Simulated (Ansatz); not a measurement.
# Electric field gradients in B6As

The cell is a Materials Project structure (computed, not necessarily an observed phase).

```
B As
1.0
     3.06842    1.77155    3.96494
    -3.06842    1.77155    3.96494
     0.00000   -3.54311    3.96494
B As
12 2
Cartesian
  0.0000 -1.0969 1.4094
  -0.9499 0.5485 1.4094
  1.6857 -0.9732 7.5976
  0.0000 1.9465 7.5976
  -1.6857 -0.9732 7.5976
  1.6857 0.9732 4.2972
  -1.6857 0.9732 4.2972
  0.0000 -1.9465 4.2972
  0.9499 -0.5485 10.4854
  0.0000 1.0969 10.4854
  -0.9499 -0.5485 10.4854
  0.9499 0.5485 1.4094
  0.0000 0.0000 7.1435
  0.0000 0.0000 4.7514
```

Sites (sets of like atoms) are named by element and the number of their first atom in this list.

Computed with Ansatz: DFT, r2SCAN, plane waves and PAW, scalar-relativistic, 500 eV cutoff, Γ-centred 6×6×6 k-points, Fermi–Dirac smearing 0.05 eV.

Conventions: |V_zz| ≥ |V_yy| ≥ |V_xx|, η = (V_xx − V_yy)/V_zz, C_Q = eQV_zz/h. Directions are in the Cartesian axes of the cell vectors above, for the atom listed; none is given where the gradient is under 0.02 or η is above 0.95.

Problem. What field gradients does the calculation give at each kind of site?

Solution. 

```csv
site,first atom,first shell,V_zz (10²¹ V/m²),η,"direction of V_zz (x, y, z)"
B1,1,6 B at 1.77–1.90 Å,-1.26,0.25,0.00 -0.69 0.72
B3,3,"5 B at 1.73–1.81 Å, 1 As at 2.00 Å",0.30,0.63,0.81 -0.47 0.35
As,13,"3 B at 2.00 Å, 1 As at 2.39 Å",19.56,0.00,0.00 0.00 1.00
```

An axis of threefold or higher order runs through As, so V_zz lies along it and η is zero. The structure holds As–As bonds (2.39 Å).

Hardware: 1 thread of Intel Xeon Platinum 8259CL CPU @ 2.50GHz (Skylake/Cascade Lake) (x86_64; 32 cores open to the job, memory cap 2.5 GiB, no GPU), a shared host with a load of 0.7 a core. Wall time 42 s, CPU time 42 s, peak memory 0.83 GiB.
